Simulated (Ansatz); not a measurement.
# BP under changes of volume

One of the cells (11.682 Å³/atom); the others are scaled copies at fixed shape and fractional positions:

```xyz
2
Lattice="0.0000 2.2690 2.2690 2.2690 0.0000 2.2690 2.2690 2.2690 0.0000" Properties=species:S:1:pos:R:3 pbc="T T T"
P     3.4035    3.4035    3.4035
B     0.0000    0.0000    0.0000
```

| Item | Value |
| --- | --- |
| Program | Ansatz 0.2.0 |
| Functional | HISS |
| Potentials or basis | Ansatz PAW |
| Cutoff | 420 eV (not typed: the program's choice for these potentials) |
| k mesh | 5 × 5 × 5 |
| Occupations | fermi-dirac, width 0.05 eV |
| Spin | no spin polarisation |

```tsv
volume (Å³/atom)	energy over the lowest point (meV/atom)	pressure (GPa)	gap on the mesh (eV)
10.981	13.11	8.8	2.29
11.214	3.57	4.4	2.32
11.448	0.00	0.5	2.35
11.682	1.91	-3.1	2.37
11.915	8.81	-6.3	2.39
12.149	?	?	?
12.383	35.86	-12.0	2.44
```

Question: What does the run at 12.149 Å³/atom give?

Answer: Energy over the lowest point 20.29 meV/atom; pressure -9.3 GPa; gap on the mesh 2.42 eV.

Worked out: A Birch-Murnaghan fit of order 3 (a polynomial in V^(-2/3)) to the other rows has its minimum at 11.48 Å³/atom with B0 = V·E''(V) = 182 GPa and B' = 3.6. It gives 20.26 meV/atom at 12.149 Å³/atom, against the run's 20.29, and -dE/dV = -9.3 GPa, against -9.3. A straight line through the other rows of the gap, of slope 1.22 eV per unit of ln V, gives 2.42 eV, against the run's 2.42.

Energies are extrapolated to zero smearing.

Caveats: all runs use coarse meshes; odd divisions of the mesh miss points on the zone boundary, where band edges often lie, so the gap on the mesh can be too wide; the PAW data sets come from PBE, with cores solved anew for the run's functional, which leaves a small shift of forces and pressure; the thresholds are loose for stress.

A mesh can miss the band edges.
